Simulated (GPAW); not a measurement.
# Sb (P6_3/mmc) in GPAW: convergence with bands over the usual count

Aim: find how far bands over the usual count must go before the results for Sb settle, at LDA. This setting moves, with any that are tied to it; all else stays.

Everything below comes from runs of GPAW 26.7.0. Logs are shortened: lines on timing, memory, paths and dates and some standing lists are left out, and cuts for length are marked. The log counts tension as positive stress, the text compression.

## (1) Starting point

The structure is hexagonal, space group P6_3/mmc (No. 194). Conventional cell: a = 3.355 Å, b = 3.355 Å, c = 5.470 Å, α = 90.00°, β = 90.00°, γ = 120.00°. Sb (site symmetry -6m2) is surrounded by 12 Sb at 3.35 Å.

This isn't the form of Sb at room conditions, which is rhombohedral.

## (2) With bands over the usual count 0.72

run.py reads:

```python
from ase import Atoms
from ase.dft.bandgap import bandgap
from ase.io import write
from ase.units import GPa
from gpaw import GPAW, PW

atoms = Atoms(['Sb', 'Sb'],
              cell=[[3.3545324186, 0.0, 0.0],
                    [-1.6772662093, 2.9051102923, 0.0],
                    [0.0, 0.0, 5.47016065]],
              scaled_positions=[[0.6666666667, 0.3333333333, 0.75],
                                [0.3333333333, 0.6666666667, 0.25]],
              pbc=True)

calc = GPAW(mode=PW(600),
            xc='LDA',
            kpts={'size': (7, 7, 4), 'gamma': True},
            occupations={'name': 'fermi-dirac', 'width': 0.05},
            nbands=18,
            convergence={'density': 1e-05, 'energy': 1e-05},
            maxiter=100,
            txt='gpaw.txt')
atoms.calc = calc
energy = atoms.get_potential_energy()
forces = atoms.get_forces()
stress = atoms.get_stress()
calc.write('gs.gpw')
write('result.traj', atoms)
print(f'Energy: {energy:.6f} eV')
print('Forces (eV/A):')
print(forces.round(4))
print('Stress (GPa):', (stress / GPa).round(3))
print('Fermi level:', round(calc.get_fermi_level(), 4), 'eV')
print(f'Gap: {bandgap(calc)[0]:.4f} eV, direct: {bandgap(calc, direct=True)[0]:.4f} eV')
```

Potentials or basis: the program's PAW data sets (release 1.2.1) made for this functional, pw.

Launch:

```
$ OMP_NUM_THREADS=1 python run.py
```

Run time: 9.3 s. Hardware: 1 thread of Arm Neoverse V2, shared host; peak memory 0.15 GiB.

What came out:

```yaml
Free_energy: -9.7127 eV
Pressure: -2.7 GPa
Band_gap_on_the_k_mesh: none (metal or under the smearing width)
```

## (3) With bands over the usual count 0.8

run.py: that of step 2 with these lines changed.

```diff
@@ -18,3 +18,3 @@
             occupations={'name': 'fermi-dirac', 'width': 0.05},
-            nbands=18,
+            nbands=20,
             convergence={'density': 1e-05, 'energy': 1e-05},
```

Potentials or basis: the program's PAW data sets (release 1.2.1) made for this functional, pw.

Launch:

```
$ OMP_NUM_THREADS=1 python run.py
```

It took 11 s on 1 thread of Arm Neoverse V2, shared host; peak memory 0.15 GiB.

Results (log left out):

```
Free energy            : -9.7127 eV
Pressure               : -2.7 GPa
Band gap on the k mesh : none (metal or under the smearing width)
```

## (4) With bands over the usual count 0.9

run.py: that of step 3 with these lines changed.

```diff
@@ -18,3 +18,3 @@
             occupations={'name': 'fermi-dirac', 'width': 0.05},
-            nbands=20,
+            nbands=23,
             convergence={'density': 1e-05, 'energy': 1e-05},
```

Launch:

```
$ OMP_NUM_THREADS=1 python run.py
```

It took 12 s on 1 thread of Arm Neoverse V2, shared host; peak memory 0.16 GiB.

The run converged. Its results:

* Free energy: -9.7127 eV
* Pressure: -2.7 GPa
* Band gap on the k mesh: none (metal or under the smearing width)

## (5) With bands over the usual count 1

run.py: that of step 4 with these lines changed.

```diff
@@ -18,3 +18,3 @@
             occupations={'name': 'fermi-dirac', 'width': 0.05},
-            nbands=23,
+            nbands=25,
             convergence={'density': 1e-05, 'energy': 1e-05},
```

Launch:

```
$ OMP_NUM_THREADS=1 python run.py
```

Run time: 14 s. Hardware: 1 thread of Arm Neoverse V2, shared host; peak memory 0.16 GiB.

The run converged. Its results:

- Free energy: -9.7127 eV
- Pressure: -2.7 GPa
- Band gap on the k mesh: none (metal or under the smearing width)

## (6) With bands over the usual count 1.3

run.py: that of step 5 with these lines changed.

```diff
@@ -18,3 +18,3 @@
             occupations={'name': 'fermi-dirac', 'width': 0.05},
-            nbands=25,
+            nbands=33,
             convergence={'density': 1e-05, 'energy': 1e-05},
```

Potentials or basis: the program's PAW data sets (release 1.2.1) made for this functional, pw.

Launch:

```
$ OMP_NUM_THREADS=1 python run.py
```

It took 19 s on 1 thread of Arm Neoverse V2, shared host; peak memory 0.17 GiB.

It converged, with:

```yaml
Free_energy: -9.7127 eV
Pressure: -2.7 GPa
Band_gap_on_the_k_mesh: none (metal or under the smearing width)
```

## (7) With bands over the usual count 1.7

run.py: that of step 6 with these lines changed.

```diff
@@ -18,3 +18,3 @@
             occupations={'name': 'fermi-dirac', 'width': 0.05},
-            nbands=33,
+            nbands=43,
             convergence={'density': 1e-05, 'energy': 1e-05},
```

Launch:

```
$ OMP_NUM_THREADS=1 python run.py
```

Run time: 44 s. Hardware: 1 thread of Arm Neoverse V2, shared host; peak memory 0.17 GiB.

It converged, with:

| Item | Value |
| --- | --- |
| Free energy | -9.7127 eV |
| Pressure | -2.7 GPa |
| Band gap on the k mesh | none (metal or under the smearing width) |

## (8) With bands over the usual count 2.5

run.py: that of step 7 with these lines changed.

```diff
@@ -18,3 +18,3 @@
             occupations={'name': 'fermi-dirac', 'width': 0.05},
-            nbands=43,
+            nbands=62,
             convergence={'density': 1e-05, 'energy': 1e-05},
```

Potentials or basis: the program's PAW data sets (release 1.2.1) made for this functional, pw.

Launch:

```
$ OMP_NUM_THREADS=1 python run.py
```

gpaw.txt:

```text
__  _  _
 | _ |_)|_||  |
 |__||  | ||/\| - 26.7.0

Input parameters:
  mode=PW(ecut=600.0),
  convergence={'density': 1e-05, 'energy': 1e-05},
  kpts=MonkhorstPack(size=(7, 7, 4), gamma=True),
  maxiter=100,
  nbands=62,
  occupations=Occupations(name='fermi-dirac', width=0.05),
  xc=XC(name='LDA')

Diagonalizing LCAO Hamiltonian
Converting LCAO to pw mode

           Sb

        Sb

Atoms  # Å, Bohr magnetons
|   | symbol |         x |        y |        z |    initial magnetic moments |
|---|--------|-----------|----------|----------|-----------------------------|
| 0 |     Sb |  1.677266 | 0.968370 | 4.102620 | ( 0.0000,  0.0000,  0.0000) |
| 1 |     Sb | -0.000000 | 1.936740 | 1.367540 | ( 0.0000,  0.0000,  0.0000) |

Unit cell  # Å
| periodic |         x |        y |        z |  lengths |     angles |
|----------|-----------|----------|----------|----------|------------|
|      yes |  3.354532 | 0.000000 | 0.000000 | 3.354532 |  90.000000 |
|      yes | -1.677266 | 2.905110 | 0.000000 | 3.354532 |  90.000000 |
|      yes |  0.000000 | 0.000000 | 5.470161 | 5.470161 | 120.000000 |

Number of symmetries: 12
Symmetry operations  # r_c * U_cc + t_c -> r_c
|    | kind |            matrix            |
|----|------|------------------------------|
|  0 |  σ   |  1, 1, 0,  0,-1, 0,  0, 0, 1 |
|  1 |  S6  |  1, 1, 0, -1, 0, 0,  0, 0,-1 |
|  2 |  E   |  1, 0, 0,  0, 1, 0,  0, 0, 1 |
|  3 |  C2  |  1, 0, 0, -1,-1, 0,  0, 0,-1 |
|  4 |  C2  |  0, 1, 0,  1, 0, 0,  0, 0,-1 |
|  5 |  C3  |  0, 1, 0, -1,-1, 0,  0, 0, 1 |
|  6 |  S6  |  0,-1, 0,  1, 1, 0,  0, 0,-1 |
|  7 |  σ   |  0,-1, 0, -1, 0, 0,  0, 0, 1 |
|  8 |  σ   | -1, 0, 0,  1, 1, 0,  0, 0, 1 |
|  9 |  i   | -1, 0, 0,  0,-1, 0,  0, 0,-1 |
| 10 |  C3  | -1,-1, 0,  1, 0, 0,  0, 0, 1 |
| 11 |  C2  | -1,-1, 0,  0, 1, 0,  0, 0,-1 |

BZ-sampling:
  Number of BZ points: 196
  Number of IBZ points: 28

  Monkhorst-Pack size: [7, 7, 4]
  Monkhorst-Pack shift: [0.0, 0.0, 0.125]

K-points  # in reciprocal-cell coordinates
|     |                                coordinates |     weight |
|-----|--------------------------------------------|------------|
|   0 | (  0.00000000,   0.00000000,   0.00000000) | 0.00510204 |
|   1 | (  0.00000000,   0.00000000,   0.25000000) | 0.01020408 |
|   2 | (  0.00000000,   0.00000000,   0.50000000) | 0.00510204 |
|   3 | (  0.14285714,   0.00000000,  -0.25000000) | 0.03061224 |
|   4 | (  0.14285714,   0.00000000,   0.00000000) | 0.03061224 |
|   5 | (  0.14285714,   0.00000000,   0.25000000) | 0.03061224 |
|   6 | (  0.14285714,   0.00000000,   0.50000000) | 0.03061224 |
|   7 | (  0.28571429,  -0.14285714,   0.00000000) | 0.03061224 |
|   8 | (  0.28571429,  -0.14285714,   0.25000000) | 0.06122449 |
|   9 | (  0.28571429,  -0.14285714,   0.50000000) | 0.03061224 |
| ... |                                            |            |
|  27 | (  0.42857143,   0.42857143,   0.50000000) | 0.03061224 |

Plane wave coefficients: 1798
Cutoff: 600.0 eV

Spin-components: 1 (collinear spins)
Bands:           62
Projectors:      12
Spin-degeneracy: 2
Datatype:        complex128

Parallelization:
  kpt:    1
  domain: 1
  band:   1

Density:
  Valence electrons: 30.0
  Components: 1
  Grid points: [20 20 32]
  Charge: 0.0  # |e|

Potential:
  Grid points: [20 20 32]

species:
  Sb:
    name:    Antimony
    Z:       51.0
    valence: 15
    core:    36
    charge:  0.0  # [|e|]
    compensation charges:
      type: gauss
      rc: 0.36  # [Å]
      lmax: 2
    cutoffs:
      filter: 2.23  # [Å]
      core: 2.23  # [Å]
    projectors
    | kind |    occ | energy [eV] | rcut [Å] |
    |------|--------|-------------|----------|
    |   5s |  2.000 |     -13.069 |    1.154 |
    |   5p |  3.000 |      -4.994 |    1.233 |
    |   4d | 10.000 |     -33.564 |    1.196 |
    |    s |        |      14.142 |    1.154 |
    |    p |        |      22.217 |    1.233 |
    |    d |        |      -6.353 |    1.196 |

    Using partial waves for Sb as LCAO basis

Reference energy: -352264.872612  # eV

eigensolver:
  PPCG
  Converge bands: occupied
  niter=2

density mixing:
  MSR1-Mixer
  Pratt-step length: 0.05
  Maximum mixing coefficient: 0.75
  Old densities: 10
  SVD Regularization: 0.005
  Good broyden scale: 1.0
  Trust region scale: 1.0
  Backstep threshold: 4.0
  History deletion threshold: 6.0
  Fourier metric: weight=20.0, sigma=0.015

occupation numbers:
  Fermi-Dirac:
    width: 0.0500  # eV

poisson solver:
  ecut: 4800.0  # eV

xc functional:
  name: None

convergence criteria:
- Maximum integral of absolute [dens]ity change: 1e-05 electrons / valence electron
- Maximum [total energy] change in last 3 cyles: 1e-05 eV / valence electron
- Maximum integral of absolute [eigenst]ate change: 4e-08 eV^2 / valence electron
maximum number of iterations: 100

SCF iterations
|iter     | |      energy | eigst |  dens |
|---------|-|-------------|-------|-------|
|iter:   1| |   -9.512973 | +0.54 |       |
|iter:   2| |   -9.723486 | -1.42 | -1.98 |
|iter:   3| |-4058.449086 | +2.36 | -1.89 |
|iter:   4| |   -1.492897 | +1.78 | +0.63 |
|iter:   5| |   -9.712497 | +0.02 | -1.03 |
|iter:   6| |   -9.708086 | -3.07 | -2.15 |
|iter:   7| |   -9.705978 | -4.60 | -2.48 |
|iter:   8| |   -9.706080 | -5.71 | -3.02 |
|iter:   9| |   -9.706119c| -6.29 | -3.53 |
|iter:  10| |   -9.706124c| -6.56 | -3.42 |
|iter:  11| |   -9.706120c| -7.91c| -3.53 |
|iter:  12| |   -9.706116c| -8.13c| -3.72 |
|iter:  13| |   -9.706115c| -7.81c| -4.55 |
|iter:  14| |   -9.706115c| -8.19c| -5.58c|

Converged in 14 steps
Energy contributions relative to reference atoms: (reference = -352264.872612)

Energy contributions:
  Kinetic:          -3.833982
  Coulomb:           2.739866
  Zero:              0.360349
  External:          0.000000
  Xc:               -8.965750
  Entropy:          -0.013199
  Spinorbit:         0.000000
  ----------------------------
  Free energy:      -9.712715
  Extrapolated:     -9.706115

dipole moment: (-0.000000, -0.000001, -0.000001)  # |e|*Ang

Fermi level: 7.797
Eigenvalues  # (at kpt = [0.000, 0.000, 0.000])
| band index |      eig [eV] | occ [0-2] |
|------------|---------------|-----------|
|          0 |       -21.237 |     2.000 |
|        ... |               |           |
|          5 |       -21.208 |     2.000 |
|          6 |       -21.207 |     2.000 |
|          7 |       -21.207 |     2.000 |
|          8 |       -21.156 |     2.000 |
|          9 |       -21.156 |     2.000 |
|         10 |        -5.078 |     2.000 |
[... 8 lines left out ...]
|         19 |        17.180 |     0.000 |
|         20 |        18.418 |     0.000 |
|        ... |               |           |
|         61 |        54.335 |     0.000 |

No gap
No difference between direct/indirect transitions

Forces  # eV/Ang
|        x |       y |        z |
|----------|---------|----------|
| -0.00000 | 0.00000 | -0.00000 |  # Sb   0
|  0.00000 | 0.00000 |  0.00000 |  # Sb   1

Stress tensor  # eV/Ang^3
|        x |         y |         z |
|----------|-----------|-----------|
| 0.014504 |  0.000000 |  0.000000 |
| 0.000000 |  0.014504 | -0.000000 |
| 0.000000 | -0.000000 |  0.022388 |

# Writing to gs.gpw (mode='')
```

stdout:

```text
Energy: -9.706115 eV
Forces (eV/A):
[[-0.  0. -0.]
 [ 0.  0.  0.]]
Stress (GPa): [ 2.324  2.324  3.587 -0.     0.     0.   ]
Fermi level: 7.7967 eV
Gap: 0.0000 eV, direct: 0.0000 eV
```

It took 57 s on 1 thread of Arm Neoverse V2, shared host; peak memory 0.19 GiB.

Results:

```yaml
Free_energy: -9.7127 eV
Pressure: -2.7 GPa
Band_gap_on_the_k_mesh: none (metal or under the smearing width)
```

## (9) The series at a glance

```
bands over the usual count  energy less the tightest run, at zero smearing (meV/atom)  SCF cycles  CPU time (s)  peak memory (GiB)
                      0.72                                                       0.00           8           9.3               0.15
                       0.8                                                       0.00           9            11               0.15
                       0.9                                                       0.00           8            12               0.16
                         1                                                       0.00           9            14               0.16
                       1.3                                                       0.00           9            19               0.17
                       1.7                                                       0.00          16            44               0.17
                       2.5                                                       0.00          14            57               0.19
```

Against the tightest run, the energy stays within 1 meV/atom from 0.72 on. The tightest run that finished is the yardstick and may itself not be fully converged.
